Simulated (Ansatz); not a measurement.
**TiAl: what symmetry allows forces and stress to be**

```xyz
2
Lattice="2.8369 0.0000 0.0000 -1.4184 2.4568 0.0000 0.0000 0.0000 4.4882" Properties=species:S:1:pos:R:3 pbc="T T T"
Ti    0.0000    0.0000    0.0576
Al    0.0000    1.6379    2.1865
```

Computed with Ansatz, DFT PBE, scalar-relativistic, plane waves, PAW.

Settings: cutoff 420 eV, Γ-centred mesh 18×18×10 on the computed 2-atom cell, Gaussian smearing of 0.10 eV; no spin polarisation.

This distorted cell has space group P3m1, with 6 operations.

Task: Without a calculation: in which directions can each atom feel a force?

Result: A force must be left unchanged by every operation that keeps its atom in place, so it lies in the space that those operations leave fixed. Atoms that the group maps onto each other feel forces of one size.
```csv
atom,site symmetry,operations at the site,equivalent to atom,allowed force (Cartesian)
Ti1,3m.,6,1,"along (0.00, 0.00, 1.00)"
Al2,3m.,6,2,"along (0.00, 0.00, 1.00)"
```

That leaves 2 independent force components of 6, tied by 1 condition that the forces sum to zero, so 1 remains. A relaxation in this cell that keeps the symmetry moves the atoms in these directions alone.

Task: And the stress tensor?

Result: It must be invariant under the point group, which leaves 2 independent components: yz, xz, xy vanish; xx = yy.

Task: Do the computed values obey this?

Result: Yes. Forces (eV/Å):
```
Ti1  0.000  0.000 -1.093
Al2  0.000  0.000  1.093
```

Stress (GPa, compression positive, xx yy zz yz xz xy): 7.40 7.40 12.64 0.00 0.00 0.00. The program imposes the same operations on density, forces and stress, so this confirms the analysis and is no independent test of the calculation.